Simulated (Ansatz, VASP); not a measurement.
One calculation of Be, two programs

Contents of INCAR:

```
PREC = Accurate ; ENCUT = 520
EDIFF = 1E-6 ; ISMEAR = -1
SIGMA = 0.05 ; LREAL = F
LASPH = T ; NELM = 80
ALGO = Normal ; ISIF = 2
LWAVE = F ; LCHARG = F
GGA = PE ; NBANDS = 9
```

The input KPOINTS:

```
regular mesh
0
Gamma
  21 21 12
```

File POSCAR:

```
Be
1.0
    1.1306532617     -1.9583488950      0.0000000000
    1.1306532617      1.9583488950      0.0000000000
    0.0000000000      0.0000000000      3.5690235420
Be
2
Direct
    0.6666666670      0.3333333330      0.2500000000
    0.3333333330      0.6666666670      0.7500000000
```

Input for Ansatz:

```yaml
crystal:
  lattice:
    - [1.1306532617, -1.958348895, 0.0]
    - [1.1306532617, 1.958348895, 0.0]
    - [0.0, 0.0, 3.569023542]
  atoms:
    - { symbol: Be, position: [0.666666667, 0.333333333, 0.25] }
    - { symbol: Be, position: [0.333333333, 0.666666667, 0.75] }
kpoints:
  mp_grid: { grid: [21, 21, 12] }
scf:
  occupations: { method: fermi_dirac, width: 0.05 }
hamiltonian:
  xc: pbe
  pseudopotentials: { kind: all_electron, lapw: { basis_error: 0.001 } }
output:
  forces: true
  stress: true
  eigenvalues: true
```

Alike in both runs: task single point; functional PBE; k mesh 21 × 21 × 12; occupations fermi-dirac, width 0.05 eV; no spin polarisation.

|  | VASP | Ansatz |
| --- | --- | --- |
| version | VASP 6.6.1 | Ansatz 0.2.0 |
| potentials or method | VASP PAW PBE potentials, release 64 (Be) | all-electron LAPW, scalar-relativistic |
| plane-wave cutoff (eV) | 520 | see its input |

Ansatz gave:

| Property | Result |
| --- | --- |
| pressure (GPa) | 0.0 |
| largest component of the traceless stress (GPa) | 0.32 |

Q: What did VASP give for the same quantities?

A: Pressure (GPa): 0.2; largest component of the traceless stress (GPa): 0.28.

Ansatz ran all-electron here, so the differences hold the error of VASP's frozen core and of both bases.
